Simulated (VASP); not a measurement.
# GaSb (F-43m) in VASP: a series of runs

Runs on GaSb. Level: r2SCAN. Tasks: single point.

Program: VASP 6.6.1. These are calculated values, not measurements. Logs are shortened: lines on timing, memory, paths and dates and some standing lists are left out, and cuts for length are marked.

**What was measured.**

From a printed reference work, data compilation, for a bulk crystal of GaSb at 4.2 K: band gap 0.811 eV (direct).

The runs below are set against these values where they give the same quantity.

**1. The cell of the first run**

It takes space group F-43m (No. 216, cubic). Conventional cell: a = 6.191 Å, b = 6.191 Å, c = 6.191 Å, α = 90.00°, β = 90.00°, γ = 90.00°. Ga (site symmetry -43m) has 4 Sb at 2.68 Å within 3.5 Å. Within 3.5 Å of Sb (site symmetry -43m) lie 4 Ga at 2.68 Å.

**2. Single point, r2SCAN**

Input file POSCAR:

```
GaSb
1.0
    0.0000000000      3.0952991639      3.0952991639
    3.0952991639      0.0000000000      3.0952991639
    3.0952991639      3.0952991639      0.0000000000
Ga Sb
1 1
Direct
    0.0000000000      0.0000000000      0.0000000000
    0.7500000000      0.7500000000      0.7500000000
```

Input file INCAR.step1:

```
SYSTEM = GaSb
PREC = Accurate
ENCUT = 520
ISMEAR = 0
SIGMA = 0.05
LREAL = .FALSE.
LASPH = .TRUE.
NELM = 100
NBANDS = 16
GGA = PE
ALGO = Normal
EDIFF = 1E-4
LWAVE = .TRUE.
LCHARG = .FALSE.
```

Input file INCAR.step2:

```
SYSTEM = GaSb
PREC = Accurate
ENCUT = 520
EDIFF = 1E-7
ISMEAR = 0
SIGMA = 0.05
LREAL = .FALSE.
LASPH = .TRUE.
NELM = 100
ALGO = Normal
ISIF = 2
LWAVE = .FALSE.
LCHARG = .FALSE.
METAGGA = R2SCAN
LMIXTAU = .TRUE.
NBANDS = 16
ISTART = 1
```

Input file KPOINTS:

```
regular mesh
0
G
  10 10 10
  0 0 0
```

Potentials or basis: VASP PAW PBE potentials, release 64 (Ga_d, Sb).

On the command line:

```sh
$ cat potpaw_PBE.64/Ga_d/POTCAR potpaw_PBE.64/Sb/POTCAR > POTCAR
$ cp INCAR.step1 INCAR
$ mpirun -np 1 vasp_std > vasp.out
$ cp INCAR.step2 INCAR
$ mpirun -np 1 vasp_std > vasp.out
```

OUTCAR:

```text
SYSTEM = GaSb
   PREC = Accurate
   ENCUT = 520
   EDIFF = 1E-7
   ISMEAR = 0
   LREAL = .FALSE.
   LASPH = .TRUE.
   NELM = 100
   ISIF = 2
   METAGGA = R2SCAN
   ISTART = 1

 ion  position               nearest neighbor table
   1  0.000  0.000  0.000-   2 2.68   2 2.68   2 2.68   2 2.68
   2  0.750  0.750  0.750-   1 2.68   1 2.68   1 2.68   1 2.68

  LATTYP: Found a face centered cubic cell.
 ALAT       =     6.1905983278

  Lattice vectors:

 A1 = (   0.0000000000,   3.0952991639,   3.0952991639)
 A2 = (   3.0952991639,   0.0000000000,   3.0952991639)
 A3 = (   3.0952991639,   3.0952991639,   0.0000000000)

Analysis of symmetry for initial positions (statically):
=====================================================================
 Subroutine PRICEL returns:
 Original cell was already a primitive cell.

 Routine SETGRP: Setting up the symmetry group for a
 face centered cubic supercell.

 Subroutine GETGRP returns: Found 24 space group operations
 (whereof 24 operations were pure point group operations)
 out of a pool of 48 trial point group operations.

The static configuration has the point symmetry T_d .

Analysis of symmetry for dynamics (positions and initial velocities):
=====================================================================
 Subroutine PRICEL returns:
 Original cell was already a primitive cell.

 Routine SETGRP: Setting up the symmetry group for a
 face centered cubic supercell.

 Subroutine GETGRP returns: Found 24 space group operations
 (whereof 24 operations were pure point group operations)
 out of a pool of 48 trial point group operations.

The dynamic configuration has the point symmetry T_d .

 Subroutine INISYM returns: Found 24 space group operations
 (whereof 24 operations are pure point group operations),
 and found     1 'primitive' translations

----------------------------------------------------------------------------------------

                                     Primitive cell

  volume of cell :      59.3114

  direct lattice vectors                    reciprocal lattice vectors
     0.000000000  3.095299164  3.095299164    -0.161535274  0.161535274  0.161535274
     3.095299164  0.000000000  3.095299164     0.161535274 -0.161535274  0.161535274
     3.095299164  3.095299164  0.000000000     0.161535274  0.161535274 -0.161535274

  length of vectors
     4.377414057  4.377414057  4.377414057     0.279787303  0.279787303  0.279787303

  position of ions in fractional coordinates (direct lattice)
     0.000000000  0.000000000  0.000000000
     0.750000000  0.750000000  0.750000000

  ion indices of the primitive-cell ions
   primitive index   ion index
                 1           1
[... 71 lines left out ...]
   ENCUT  =  520.0 eV  38.22 Ry    6.18 a.u.   8.14  8.14  8.14*2*pi/ulx,y,z
   NELM   =    100;   NELMIN=  2; NELMDL=  0     # of ELM steps
   EDIFF  = 0.1E-06   stopping-criterion for ELM
   LREAL  =      F    real-space projection
   EDIFFG = 0.1E-05   stopping-criterion for IOM
   NSW    =      0    number of steps for IOM
   IBRION =     -1    ionic relax: 0-MD 1-quasi-New 2-CG
   NFREE  =      0    steps in history (QN), initial steepest desc. (CG)
   ISIF   =      2    stress and relaxation
   ISYM   =      2    0-nonsym 1-usesym 2-fastsym
   POTIM  = 0.5000    time-step for ionic-motion
   TEBEG  =    0.0;   TEEND  =   0.0 temperature during run
   PSTRESS=    0.0 pullay stress
   NELECT =      18.0000    total number of electrons
   NUPDOWN=      -1.0000    fix difference up-down
   EMIN   =  10.00;   EMAX   =-10.00  energy-range for DOS
   EFERMI =   0.00;   METHOD = LEGACY
   ISMEAR =     0;   SIGMA  =   0.05  broadening in eV -4-tet -1-fermi 0-gaus
   EFERMI_NEDOS =   21; number of points for ismear=-14 and -15
   IALGO  =     38    algorithm
   IMIX   =      4    mixing-type and parameters
     AMIX     =   0.40;   BMIX     =  1.00
     AMIX_MAG =   1.60;   BMIX_MAG =  1.00
  volume/ion in A,a.u.               =      29.66       200.13
  Fermi-wavevector in a.u.,A,eV,Ry     =   1.100153  2.078987 16.467626  1.210336
  Thomas-Fermi vector in A             =   2.236559
   LORBIT       =      0    0 simple, 1 ext, 2 COOP (PROOUT), +10 PAW based schemes
   METAGGA = R2SCAN    functional components
   LHFCALC =     F    Hartree Fock is set to
   AEXX    =    0.0000 exact exchange contribution
   IVDW    =     0    specifies the selected vdW correction
   LEPSILON=     F    determine dielectric tensor
   LRPA    =     F    only Hartree local field effects (RPA)
 non-spin polarized calculation
 Gauss-broadening in eV      SIGMA  =   0.05
  energy-cutoff  :      520.00
  volume of cell :       59.31
 maximum number of plane-waves:      1639
 NGX is ok and might be reduce to    36
   NGX = 17   NGY = 17   NGZ = 17

 number of electron      17.9999992 magnetization

 Free energy of the ion-electron system (eV)
  ---------------------------------------------------
  ext. energy  EPLUGINS =         0.00000000
  ---------------------------------------------------
  free energy    TOTEN  =       -37.59836745 eV

  energy without entropy =      -37.59836416  energy(sigma->0) =      -37.59836580

 E-fermi :   4.4243     XC(G=0):  -9.5587

 val. band max:        4.3257838370   @ k =   0.0000   0.0000   0.0000
 cond. band min:       4.5094942541   @ k =   0.0000   0.0000   0.0000
 fundamental gap:      0.1837104171
 Fermi energy:         4.4243009488

 k-point     1 :       0.0000    0.0000    0.0000
  band No.  band energies     occupation
      1     -11.1058      2.00000
      2     -11.1058      2.00000
      3     -11.1058      2.00000
      4     -11.0544      2.00000
      5     -11.0544      2.00000
      6      -7.3560      2.00000
[... 433 lines left out ...]
      3     -11.0875      2.00000
      4     -11.0621      2.00000
      5     -11.0513      2.00000
      6      -5.7336      2.00000
[... 8 lines left out ...]
     15      15.0943      0.00000
     16      15.2376      0.00000

 [... further k-points ...]
[... 5 lines left out ...]
  --------------------------------------------------------------------------------------
  -------------------------------------------------------------------------------------
  Total       -0.4987989     -0.4987989     -0.4987989      0.0000000     -0.0000000      0.0000000
  in kB      -13.4740504    -13.4740504    -13.4740504      0.0000000     -0.0000000      0.0000000
  external PRESSURE =     -13.4740504 kB  Pullay stress =       0.0000000 kB

 VOLUME and BASIS-vectors are now :
 -----------------------------------------------------------------------------
  energy-cutoff  :      520.00
  volume of cell :       59.31
      direct lattice vectors                 reciprocal lattice vectors
     0.000000000  3.095299164  3.095299164    -0.161535274  0.161535274  0.161535274
     3.095299164  0.000000000  3.095299164     0.161535274 -0.161535274  0.161535274
     3.095299164  3.095299164  0.000000000     0.161535274  0.161535274 -0.161535274

 POSITION                                       TOTAL-FORCE (eV/Angst)
 -----------------------------------------------------------------------------------
      0.00000      0.00000      0.00000        -0.000000     -0.000000     -0.000000
      4.64295      4.64295      4.64295         0.000000      0.000000      0.000000
 -----------------------------------------------------------------------------------
    total drift:                               -0.000007     -0.000007     -0.000007

  FREE ENERGIE OF THE ION-ELECTRON SYSTEM (eV)
  ---------------------------------------------------
  free  energy   TOTEN  =       -37.5983674467 eV

  energy  without entropy=      -37.5983641573  energy(sigma->0) =      -37.59836580
```

OUTCAR.step1:

```text
SYSTEM = GaSb
   PREC = Accurate
   ENCUT = 520
   ISMEAR = 0
   LREAL = .FALSE.
   LASPH = .TRUE.
[... 678 lines left out ...]
      0.00000      0.00000      0.00000         0.000000      0.000000      0.000000
      4.64295      4.64295      4.64295        -0.000000     -0.000000     -0.000000
 -----------------------------------------------------------------------------------
    total drift:                               -0.000001     -0.000001     -0.000001

  FREE ENERGIE OF THE ION-ELECTRON SYSTEM (eV)
  ---------------------------------------------------
  free  energy   TOTEN  =        -7.3702143832 eV

  energy  without entropy=       -7.3701372503  energy(sigma->0) =       -7.37017582
```

It took 5.3 min on 1 thread of AMD EPYC 7R13 (Zen 3), shared host; peak memory 0.21 GiB.

What came out:

```yaml
Free_energy: -37.5984 eV
Pressure: -1.3 GPa
Band_gap_on_the_k_mesh: 0.18 eV, direct
```

Levels at points of the mesh, in eV from the valence-band top:
| k point | band 6 | band 7 | band 8 | band 9 | band 10 | band 11 | band 12 | band 13 |
| --- | --- | --- | --- | --- | --- | --- | --- | --- |
| (0.00, 0.00, 0.00) | -11.68 | 0.00 | 0.00 | 0.00 | 0.18 | 2.99 | 2.99 | 2.99 |
| (0.50, 0.00, 0.00) | -10.05 | -6.40 | -1.16 | -1.16 | 0.60 | 4.01 | 4.01 | 6.93 |
| (0.50, 0.50, 0.00) | -9.22 | -6.88 | -2.57 | -2.57 | 1.15 | 1.54 | 9.02 | 9.02 |

Caveat: the PAW data sets were made with another functional, which shifts forces and pressure a little; spin-orbit coupling is left out, which moves the levels of the heavy elements.

**3. Single point, r2SCAN**

This run uses another cell than the first one, of 30.06 Å³/atom, 1.014 times its volume.

Input file POSCAR:

```
GaSb
1.0
    0.0000000000      3.1093730451      3.1093730451
    3.1093730451      0.0000000000      3.1093730451
    3.1093730451      3.1093730451      0.0000000000
Ga Sb
1 1
Direct
    0.0000000000      0.0000000000      0.0000000000
    0.7500000000      0.7500000000      0.7500000000
```

Input file INCAR.step1:

```
ALGO = Normal
EDIFF = 1E-4
ENCUT = 520
GGA = PE
ISMEAR = 0
LASPH = True
LCHARG = False
LREAL = False
LWAVE = True
NBANDS = 16
NELM = 60
PREC = Accurate
SIGMA = 0.05
```

Input file INCAR.step2:

```
ALGO = Normal
EDIFF = 1E-7
ENCUT = 520
ISIF = 2
ISMEAR = 0
ISTART = 1
LASPH = True
LCHARG = False
LMIXTAU = True
LREAL = False
LWAVE = False
METAGGA = R2SCAN
NBANDS = 16
NELM = 60
PREC = Accurate
SIGMA = 0.05
```

Input file KPOINTS:

```
k-points
0
Gamma
  10 10 10
```

Potentials or basis: VASP PAW PBE potentials, release 64 (Ga_d, Sb).

On the command line:

```sh
$ cat potpaw_PBE.64/Ga_d/POTCAR potpaw_PBE.64/Sb/POTCAR > POTCAR
$ cp INCAR.step1 INCAR
$ mpirun -np 1 vasp_std > vasp.out
$ cp INCAR.step2 INCAR
$ mpirun -np 1 vasp_std > vasp.out
```

It took 4.6 min on 1 thread of AMD EPYC 7R13 (Zen 3), shared host; peak memory 0.21 GiB.

The run converged. Its results:

| Item | Value |
| --- | --- |
| Free energy | -37.5899 eV |
| Pressure | -2.0 GPa |
| Band gap on the k mesh | 0.08 eV, direct |

Levels at points of the mesh, in eV from the valence-band top:
| k point | band 6 | band 7 | band 8 | band 9 | band 10 | band 11 | band 12 | band 13 |
| --- | --- | --- | --- | --- | --- | --- | --- | --- |
| (0.00, 0.00, 0.00) | -11.59 | 0.00 | 0.00 | 0.00 | 0.08 | 3.00 | 3.00 | 3.00 |
| (0.50, 0.00, 0.00) | -9.99 | -6.34 | -1.13 | -1.13 | 0.57 | 4.01 | 4.01 | 6.93 |
| (0.50, 0.50, 0.00) | -9.18 | -6.82 | -2.52 | -2.52 | 1.16 | 1.57 | 8.93 | 8.93 |

Caveat: the PAW data sets were made with another functional, which shifts forces and pressure a little; spin-orbit coupling is left out, which moves the levels of the heavy elements.

**4. Comparison with measurements**

Step 2. Against the measured gap of GaSb, 0.811 eV (direct; 4.2 K; a printed reference work, data compilation), the calculated 0.18 eV is off by -0.63 eV. Spin-orbit coupling on Ga, Sb is left out. The value is that of r2SCAN on a finite k mesh, which can miss the band edges, without temperature or zero-point motion.

Step 3. Against the measured gap of GaSb, 0.811 eV (direct; 4.2 K; a printed reference work, data compilation), the calculated 0.08 eV is off by -0.73 eV. Spin-orbit coupling on Ga, Sb is left out. The value is that of r2SCAN on a finite k mesh, which can miss the band edges, without temperature or zero-point motion.
